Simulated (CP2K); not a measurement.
Crystal: TaS2.

```
Ta S
1.0
     3.35000    0.00000    0.00000
    -1.67500    2.90119    0.00000
     0.00000    0.00000    5.86000
Ta S
1 2
Direct
  0.00000 0.00000 0.00000
  0.66667 0.33333 0.75000
  0.33333 0.66667 0.25000
```

Base run:

```yaml
Program: CP2K 2026.2
Functional: PBEsol
Potentials_or_basis: GTH_POTENTIALS Ta GTH-PBE-q13, S GTH-PBE-q6; DZVP-MOLOPT-SR-GTH basis
Density_cutoff: 6123 eV
k_mesh: 9 × 9 × 5
Occupations: fermi-dirac, width 0.05 eV
Spin: no spin polarisation
```

Its results: band gap on the k mesh none (metal or under the smearing width); pressure 3.8 GPa; largest force 0.979 eV/Å.

The run is repeated on the same cell with these changes: functional from PBEsol to PBE. What comes out?

Band gap on the k mesh none (metal or under the smearing width); pressure 7.4 GPa; largest force 1.077 eV/Å.

PBE binds less tightly than PBEsol, so the same cell stands under more pressure.

Caveats: spin-orbit coupling is left out, which moves the levels of the heavy elements; this functional lacks dispersion, which binds the layers, so the pressure and a relaxed spacing across them are unreliable; the basis of atomic orbitals isn't converged, which shifts pressures, moduli and gaps; the potentials were made for another functional, which shifts forces and pressure (some runs); forces of over 1 eV/Å show positions far from the minimum, so gaps and moduli don't describe the material at rest (some runs).
